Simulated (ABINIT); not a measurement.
GaSb: single point with LDA

GaSb:

```
Sb Ga
1.0
     0.00000    3.05900    3.05900
     3.05900    0.00000    3.05900
     3.05900    3.05900    0.00000
Sb Ga
1 1
Direct
  0.75000 0.75000 0.75000
  0.00000 0.00000 0.00000
```

* Program: ABINIT 10.8.3 (patched build)
* Task: single point
* Functional: LDA
* Potentials or basis: PseudoDojo NC SR LDA v0.4.1 standard
* Cutoff: 980 eV
* k mesh: 6 × 6 × 6
* Occupations: fermi-dirac, width 0.05 eV
* Spin: no spin polarisation

```yaml
Band_gap_on_the_k_mesh: none (metal or under the smearing width)
Valence_electrons_inside_the_program's_atomic_spheres: Sb 11.25; Ga 10.82
```

Levels at points of the mesh, in eV from the Fermi level:
```tsv
k point	band 10	band 11	band 12	band 13	band 14	band 15	band 16	band 17	band 18
(0.00, 0.00, 0.00)	-15.09	-11.57	-0.21	-0.03	-0.03	-0.03	2.75	2.75	2.75
(0.50, 0.00, 0.00)	-15.09	-9.96	-6.44	-1.18	-1.18	0.25	3.72	3.72	6.34
(0.50, 0.50, 0.00)	-15.09	-9.15	-6.88	-2.60	-2.60	0.81	1.14	8.61	8.61
```

Run time: 53 s on 1 thread of Intel(R) Xeon(R) Processor @ 2.70GHz, on a shared host, peak memory 0.09 GiB.

Caveat: this crystal is a semiconductor, whose small gap the functional closes, so the metal is an error of the method. The run has no spin-orbit coupling, so splittings on Sb are missing.
